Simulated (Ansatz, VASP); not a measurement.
Pt: VASP beside Ansatz

INCAR

```
  ALGO = Fast
  EDIFF = 1E-6
  ENCUT = 520
  GGA = PS
  ISIF = 2
  ISMEAR = 0
  LASPH = T
  LCHARG = F
  LREAL = F
  LWAVE = F
  NBANDS = 11
  NELM = 60
  PREC = Accurate
  SIGMA = 0.15
```

The input KPOINTS:

```
k-points
0
Gamma
  26 26 26
```

The input POSCAR:

```
Pt
1.0
   -1.6072847192      1.6072847192      1.5136564832
    1.6072847192     -1.6072847192      1.5136564832
    1.6072847192      1.6072847192     -1.5136564832
Pt
1
Direct
    0.0000000000      0.0000000000      0.0000000000
```

Input for Ansatz:

```yaml
crystal:
  lattice:
    - [-1.6072847192, 1.6072847192, 1.5136564832]
    - [1.6072847192, -1.6072847192, 1.5136564832]
    - [1.6072847192, 1.6072847192, -1.5136564832]
  atoms:
    - { symbol: Pt, position: [0.0, 0.0, 0.0] }
basis:
  ecutwfc: 420
kpoints:
  mp_grid: { grid: [26, 26, 26] }
hamiltonian:
  xc: pbesol
scf:
  occupations: { method: gaussian, width: 0.15 }
output:
  forces: true
  stress: true
  eigenvalues: true
```

Change from the starting cell: strain +0.030 along x and y, -0.030 along z, atoms carried along.

Alike in both runs: task single point; functional PBEsol; k mesh 26 × 26 × 26; occupations gaussian, width 0.15 eV; no spin polarisation.

|  | VASP | Ansatz |
| --- | --- | --- |
| version | VASP 6.6.1 | Ansatz 0.2.0 |
| potentials or method | VASP PAW PBE potentials, release 64 (Pt) | scalar-relativistic, plane waves, PAW |
| plane-wave cutoff (eV) | 520 | 420 |
| valence electrons in the cell | 10 | 18 |

```tsv
	VASP	Ansatz	Ansatz less VASP
gap on the k mesh at the Fermi level (eV)	none	none	-
pressure (GPa)	-7.8	-7.4	+0.38
largest component of the traceless stress (GPa)	3.91	3.92	+0.010
```

A gap of «none» marks a metal or a gap that the smearing closes. The two sets of potentials don't hold the same shells in valence.

Caveats: the PAW data sets were made with another functional, which shifts forces and pressure a little (VASP). Spin-orbit coupling is left out, which matters for the levels of Pt.
